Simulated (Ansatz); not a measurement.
# BaTiO₃: rigid cleavage

All numbers below come from Ansatz 0.2.0, DFT PBE, scalar-relativistic, plane waves, PAW. Settings: plane waves to 420 eV, k-mesh 6×6×2 (Γ-centred), Gaussian smearing 0.05 eV. Spin–orbit coupling is left out, which matters for the heavy elements here. No spin polarisation. Energies are free energies at this smearing, counted from the undisturbed cell; pressure is positive in compression.

The starting cell (relaxed at this level; it needn't be the usual structure):

```
Ba Ti O
1.0
     2.86307   -1.65299   -2.35630
     0.00000    3.30599   -2.35630
     8.58921    4.95898    7.06890
Ba Ti O
3 3 9
Direct
  0.99505 0.99505 0.91940
  0.99505 0.99505 0.25273
  0.99505 0.99505 0.58607
  0.48081 0.48081 0.09081
  0.48081 0.48081 0.42415
  0.48081 0.48081 0.75748
  0.51161 0.02223 0.08055
  0.51161 0.02223 0.41388
  0.51161 0.02223 0.74721
  0.02223 0.51161 0.08055
  0.02223 0.51161 0.41388
  0.02223 0.51161 0.74721
  0.51161 0.51161 0.24367
  0.51161 0.51161 0.57701
  0.51161 0.51161 0.91034
```

The cut lies on the cell's a–b face, a (1 0 1) plane (indices in the standard cell, whose axes needn't be the Cartesian ones shown) of area 16.48 Å², between layers 1.96 Å apart. Vector c is lengthened by d along the normal with the atoms' Cartesian places fixed: one unrelaxed cut a cell.

```
d (Å) energy (J/m²) traction dE/dd (GPa) gap on the mesh (eV)
-0.30           0.43                 -35.7                  2.51
-0.15           0.09                 -12.7                  2.58
 0.00           0.00                   0.0                  2.63
 0.25           0.14                   9.2                  2.44
 0.50           0.40                  11.3                  2.24
 0.75           0.68                  10.6                  2.03
 1.00           0.93                   9.1                  1.80
 1.50           1.30                   6.1                  1.33
 2.00           1.55                   4.1                  0.88
 3.00           1.85                   2.1                  0.15
 4.50           2.06                   0.9                  0.00
 6.00           2.17                   0.5                  0.00
```

Where the gap reads zero the k-mesh, chosen for the insulator, is on the coarse side.

Cost: 12 runs of about 11 core-minutes in all, on Arm Neoverse V1 (shared hosts).